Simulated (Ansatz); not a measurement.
The system is TePb.

```
Pb Te
1.0
     4.00229    0.00000    0.00000
     0.00000    4.00229    0.00000
     0.00000    0.00000    4.00229
Pb Te
1 1
Direct
  0.00000 0.00000 0.00000
  0.50000 0.50000 0.50000
```

Measurements of this composition are mostly on another form, of space group No. 225.

A run of Ansatz 0.2.0 on this cell left the log below. Logs are shortened: lines on timing, memory, paths and dates and some standing lists are left out, and cuts for length are marked.

```text
Warning: RAYON_NUM_THREADS=2 ignored (pool sized by the plan → 2); use --threads N
Engine: ansatz 0.2.0, x86_64-unknown-linux-gnu
Pseudopotentials: kind: paw
Pseudopotential: Pb, paw, valence charge 14, recommended cutoff 420 eV (normal), Pb.paw.azcp
Pseudopotential: Te, paw, valence charge 16, recommended cutoff 420 eV (normal), Te.paw.azcp
Functional definition: HSE06
  parameter a = 0.25
  parameter omega = 0.11/bohr
  exchange = pbe_x - a*pbe_x_sr(omega) + a*exact_x_sr(omega)
  correlation = pbe_c
Crystal: 2 atoms, lattice volume = 64.110 Å³
Basis set: ecut = 420 eV, 1237 PW (Γ), exchange–correlation on 54×54×54 points (8 copies of the dense FFT grid, shifted against one another)
Bands: 19, of which v1, the nominal top of the filled ones, is band 15 counted from 1 (14 counted from 0)
Symmetry: 48 space group operations
Space group: Pm-3m (ITA 221), of the structure as read, at distance tolerance 4.0e-5 Å
k-points: 10 of 64
Non-local potential: Pb, projectors of the file, l = 0: 2, l = 1: 2, l = 2: 2, l = 3: 2
Non-local potential: Te, projectors of the file, l = 0: 2, l = 1: 2, l = 2: 2, l = 3: 2
PAW form: soft (Blöchl's): semilocal exchange-correlation on the pseudo side does not see the compensation charge
PAW frozen core: Pb, regenerated for the run's functional, and the local potential with it (the file was generated under x = pbe(κ = 0.804, μ = 0.2195149727645171), c = pbe(β = 0.06672455060314922))
PAW frozen core: Te, regenerated for the run's functional, and the local potential with it (the file was generated under x = pbe(κ = 0.804, μ = 0.2195149727645171), c = pbe(β = 0.06672455060314922))
PAW one-centre angular grid: Pb, 590 points (default); XC on 64 Gauss nodes
PAW one-centre angular grid: Te, 590 points (default); XC on 64 Gauss nodes
Initial density: superposition of atomic densities (neutral atoms: chi_scale 0, normalization atom), corrected by the library's trained network
Initial wavefunctions: pseudopotential atomic-orbital guess
Functional: x = pbe(κ = 0.804, μ = 0.2195149727645171), c = pbe(β = 0.06672455060314922), warm-up for x = pbe(κ = 0.804, μ = 0.2195149727645171) + 0.25 (exact − pbe) at short range (hse, ω = 0.20786987370883472 Å⁻¹), c = pbe(β = 0.06672455060314922); HSE06 as pw.x's `hse` composes it (authors' and Libxc's form: `xc: wpbeh`)
SCF iter   1: F=—  HF=-18886.614899 eV  |F-HF|=—  |Δ(HF+E_count)|=         —  Δρ=1.77e-3  dr2=5.53e-3  ethr=1.77e-3  ⟨swp⟩=8.6  Hψ=763  notcnv=0
[... 107 lines left out ...]
Internal energy: -18894.655869 eV  (E = F + TS)
E sigma→0 (E₀):  -18894.659025 eV
Entropy (-TS):   -0.006314 eV (-3.157 meV/atom)
Fermi energy:    9.708092 eV
--- Per-component energies (eV) ---
  E_band       = -345.979903
  E_kinetic    = 466.462763
  E_local      = -2190.989125  (includes V_loc(G=0)·N_el)
  E_nonlocal   = 38.315864
  E_hartree    = 1173.858677
  E_xc         = -276.039170
  E_vxc        = -189.716278  (∫ρ·V_xc dr)
  E_exx        = -76.323507  (= α·E_x^exact, valence–valence)
  E_paw        = -15068.405230  (= ΣΔE_a)
  E_vpaw       = -665.123306  (= ΣTr[D̂ρ^β])
  E_aug_tail   = -0.000161  (compensation charges beyond the density's cutoff)
  E_ewald      = -2961.686181
  E_core_change = 0.150202  (= ΣΔE_core)
  E_smearing   = -0.006314  (= −TS)
  E_closure    = 0.000000  (closes the sum)
  Σ components = -18894.662182   (vs F -18894.662182, Δ=0.00e0)
--- Forces (eV/Å), atoms counted from 1 ---
  atom   1  Pb     0.00000000     0.00000000     0.00000000
  atom   2  Te    -0.00000000    -0.00000000    -0.00000000
  max |Σ_I F_I| component: 2.10e-30 eV/Å
--- Stress (GPa, compression-positive) ---
        0.040078      -0.000000       0.000000
       -0.000000       0.040078       0.000000
        0.000000       0.000000       0.040078
  P = ⅓ Tr σ = 0.0401 GPa (0.401 kbar)
--- Band table (eV; the first three rows and the last of 10) ---
  k-point 0: bands = ["-29.0726", "-29.0726", "-29.0715", "-29.0715", "-29.0715", "-9.6523", "-9.6523", "-9.5700", "-9.5700", "-9.5700", "-3.9395", "2.3413", "7.7200", "7.7200", "7.7200", "14.0101", "14.0101", "15.5737", "15.5737"]
  k-point 1: bands = ["-29.0726", "-29.0719", "-29.0719", "-29.0714", "-29.0706", "-9.6504", "-9.6170", "-9.5840", "-9.5840", "-9.5689", "-3.3851", "1.1455", "7.7302", "8.3334", "8.3334", "12.6346", "14.0126", "14.0126", "14.4976"]
  k-point 2: bands = ["-29.0725", "-29.0724", "-29.0724", "-29.0713", "-29.0685", "-9.6485", "-9.5979", "-9.5979", "-9.5819", "-9.5679", "-2.3654", "-0.4831", "8.7583", "9.3262", "9.3262", "10.0797", "12.2640", "12.2640", "15.4799"]
  k-point 9: bands = ["-29.0734", "-29.0734", "-29.0734", "-29.0663", "-29.0663", "-9.6284", "-9.6284", "-9.6284", "-9.5361", "-9.5361", "-1.0392", "1.7571", "6.7386", "6.7386", "6.7386", "8.5732", "8.5732", "8.5732", "24.2869"]
--- Relaxed structure (2 steps of the walk, 2 accepted, 1 SCFs on fresh bases) ---
  F+E_penalty+E_count = -18894.66218222 eV   max|allowed force component| = 4.207e-30 eV/Å   (the final SCF, on the basis selected at the relaxed cell)
  cell:  # Å, volume = 63.5697 Å³
    - [3.9910152006977864, -2.2067947279437077e-35, -6.419766481290786e-35]
    - [-2.2067947279437077e-35, 3.9910152006977864, -1.6049416203226965e-35]
    - [-6.419766481290786e-35, -4.81482486096809e-35, 3.9910152006977864]
  atoms:
    - { symbol: Pb, position: [-8.020122596518924e-36, 8.521380258801355e-36, 5.012576622824328e-37] }
    - { symbol: Te, position: [0.5000000000000001, 0.5000000000000001, 0.5000000000000001] }
```

**Question.** Write the input and the command behind it.

**Answer.** Relaxation of cell and atoms with HSE06, no spin polarisation. The files as run (others can give the same):

input.yaml
```yaml
crystal:
  lattice:
    - [4.002287, 0.0, 0.0]
    - [0.0, 4.002287, 0.0]
    - [0.0, 0.0, 4.002287]
  atoms:
    - { symbol: Pb, position: [0.0, 0.0, 0.0] }
    - { symbol: Te, position: [0.5, 0.5, 0.5] }
hamiltonian:
  xc: hse06
  pseudopotentials: { kind: paw }
kpoints:
  mp_grid: { grid: [4, 4, 4] }
scf:
  occupations: { method: fermi_dirac, width: 0.05 }
output:
  forces: true
  stress: true
  eigenvalues: true
relax:
  f_tol: 0.01
  max_steps: 40
  cell: { stress_tol: 0.05 }
```

Potentials or basis: Ansatz PAW.
Command:
```sh
$ ansatz run input.yaml --threads 2 --pin off --max-ram 5632MiB --backend cpu --events-out ev --progress --plain --runs-dir out
```

Caveat: the k mesh is coarse (spacing up to 0.39 Å⁻¹), so the values aren't converged, least of all with exact exchange; the plane-wave basis is chosen anew once the cell has moved, so the energies of steps on either side of that aren't comparable; the PAW data sets come from PBE, with cores solved anew for the run's functional, which leaves a small shift of forces and pressure.
